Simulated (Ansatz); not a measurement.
**BP: equilibrium volume by level of theory**

It takes space group F-43m (No. 216, cubic). Conventional cell: a = 4.538 Å, b = 4.538 Å, c = 4.538 Å, α = 90.00°, β = 90.00°, γ = 90.00°. P (site symmetry -43m) has 4 B at 1.97 Å as nearest neighbours. B (site symmetry -43m) has 4 P at 1.97 Å as nearest neighbours.

| rung | level | program and potentials | cutoff (eV) | k mesh | smearing | task | core time | chip | equilibrium volume (Å³/atom) | miss | notes |
| --- | --- | --- | --- | --- | --- | --- | --- | --- | --- | --- | --- |
| GGA + dispersion | PBEsol+D3(BJ) | Ansatz, Ansatz PAW | 420 | 10 × 10 × 10 | fermi-dirac 0.05 | relaxation of cell and atoms | 5.8 s | Intel Xeon | 11.31 | -3.2 % | potentials made for PBE, which Ansatz adapts in part |
| GGA + dispersion | RPBE+D3(BJ) | Ansatz, Ansatz PAW | 420 | 10 × 10 × 10 | fermi-dirac 0.05 | relaxation of cell and atoms | 10 s | Intel Xeon | 10.60 | -9.2 % | potentials made for PBE, which Ansatz adapts in part |
| GGA + dispersion | RPBE+D4 | Ansatz, Ansatz PAW | 420 | 10 × 10 × 10 | fermi-dirac 0.05 | relaxation of cell and atoms | 12 s | Intel Xeon | (a) | ? | potentials made for PBE, which Ansatz adapts in part |
| meta-GGA + dispersion | r2SCAN+D3(BJ) | Ansatz, Ansatz PAW | 500 | 10 × 10 × 10 | fermi-dirac 0.05 | equation of state | 24 s | Intel Xeon | 11.53 | -1.3 % | potentials made for PBE, which Ansatz adapts in part |
| Hartree-Fock | HF | Ansatz, Ansatz PAW | 420 | 5 × 5 × 5 | fermi-dirac 0.05 | relaxation of cell and atoms | 67 s | Intel Xeon | 12.05 | +3.2 % | coarse mesh; potentials made for PBE, which Ansatz adapts in part |
| hybrid | HSE03 | Ansatz, Ansatz PAW | 420 | 5 × 5 × 5 | fermi-dirac 0.05 | equation of state | 2.3 min | AMD EPYC Zen 3 | 11.62 | -0.5 % | coarse mesh; potentials made for PBE, which Ansatz adapts in part |

Times are single runs on shared hosts and different chips, so they are rough; meshes, cutoffs and the tasks' sizes weigh on the time. All rows: no spin polarisation. Smearing widths are in eV. Meshes differ between rows, which moves values too. Meshes are those of the run's cell of 2 atoms unless a note names another. Relaxations start from the cell shown or near it and stop with a little pressure left. Misses use the values as printed. Runs on faulty files, with rough fits or with known faults for this quantity aren't shown. No row holds spin-orbit coupling.

Measured: 11.68 Å³/atom at 297 K (a printed reference work). The runs are for a static lattice.

Q: Estimate the value left out from the other rows.

A: (a) 11.11 Å³/atom, miss -4.9 %.
